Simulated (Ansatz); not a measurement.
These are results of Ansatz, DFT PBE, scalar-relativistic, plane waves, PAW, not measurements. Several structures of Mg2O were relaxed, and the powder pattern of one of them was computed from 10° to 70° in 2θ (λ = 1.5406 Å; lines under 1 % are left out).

Cu Kα1 powder pattern (kinematic, no thermal factors).
2θ (°) (relative intensity): 15.96 (13), 24.62 (100), 27.62 (5), 29.47 (5), 32.06 (43), 32.23 (20), 37.33 (4), 40.83 (44), 40.98 (20), 42.95 (5), 49.21 (1), 50.13 (5), 50.47 (12), 55.78 (1), 57.03 (8), 57.37 (15), 61.05 (13), 61.16 (6), 63.05 (11), 63.36 (21), 67.04 (5), 67.45 (2), 68.38 (2)

Question: Which structure gives it?
A.

```
Mg O
1.0
     3.19379    0.00000    0.00000
     0.00000    3.19379    0.00000
     0.00000    0.00000    4.83897
Mg O
2 1
Direct
  0.00000 0.50000 0.24701
  0.50000 0.00000 0.75299
  0.50000 0.50000 0.50000
```

B.

```
Mg O
1.0
     1.53788    0.88789    5.03231
    -1.53788    0.88789    5.03231
     0.00000   -1.77579    5.03231
Mg O
2 1
Direct
  0.74935 0.74935 0.74935
  0.25066 0.25066 0.25066
  0.00000 0.00000 0.00000
```

C.

```
Mg O
1.0
     3.22695    0.00000    0.00000
     0.00000    3.61354    0.00000
     0.00000    0.00000    5.54976
Mg O
2 1
Direct
  0.00000 0.00000 0.37823
  0.50000 0.00000 0.90199
  0.00000 0.00000 0.71978
```

D.

```
Mg O
1.0
     3.09491    0.00000    0.00000
    -1.54745    2.68027    0.00000
     0.00000    0.00000    5.01243
Mg O
2 1
Cartesian
  0.0000 1.7868 1.2393
  1.5475 0.8934 3.7732
  0.0000 0.0000 0.0000
```

Answer: C. Its strongest line, at 2θ = 24.62°, has d = λ/(2 sin θ) = 3.614 Å and is the (0 1 0) reflection of the conventional Pmm2 cell with a = 3.227 Å, b = 3.614 Å, c = 5.550 Å. The others have their strongest lines at 33.6° (A); 41.5° (B); 38.0° (D).

The cells needn't be stable.
